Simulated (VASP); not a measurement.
Here is a VASP 6.6.1 calculation.

File INCAR:

```
SYSTEM = MoSe2
ALGO = Normal ; EDIFF = 1E-7
EDIFFG = -0.01 ; ENCUT = 300
GGA = PE ; IBRION = 2
ISIF = 4 ; ISMEAR = 0
KPAR = 2 ; LASPH = .TRUE.
LCHARG = .FALSE. ; LREAL = .FALSE.
LWAVE = .FALSE. ; NELM = 80
NSW = 40 ; PREC = Accurate
SIGMA = 0.03
```

Contents of KPOINTS:

```
k-points
0
G
  5 5 1
  0 0 0
```

File POSCAR:

```
MoSe2                                   
1.0
    3.3600825697      0.0000000000     -0.0000000000
   -1.6800412848      2.9099168641     -0.0000000000
   -0.0000000000     -0.0000000000     14.9077656166
  Mo              Se            
     2     4
Direct
     0.3333333332999970    0.6666666667000030    0.2500000000000000
     0.6666666667000030    0.3333333332999970    0.7500000000000000
     0.3333333332999970    0.6666666667000030    0.6365763804302106
     0.6666666667000030    0.3333333332999970    0.1365763804302107
     0.3333333332999970    0.6666666667000030    0.8634236195697894
     0.6666666667000030    0.3333333332999970    0.3634236195697893
```

Potentials or basis: VASP PAW PBE potentials, release 64 (Mo, Se).

Command:

```bash
$ cat potpaw_PBE.64/Mo/POTCAR potpaw_PBE.64/Se/POTCAR > POTCAR
$ mpirun -np 2 vasp_std > vasp.out
```

(1) Predict the energy gained by relaxing.

(2) Predict the band gap on the k mesh.

Results:

(1) 11.4 meV/atom.

(2) 1.53 eV, indirect (least direct gap 1.87 eV).

Caveat: the k mesh is coarse (spacing up to 0.43 Å⁻¹), so the values aren't converged; an odd mesh through Γ misses points on the zone boundary, where band edges often lie.
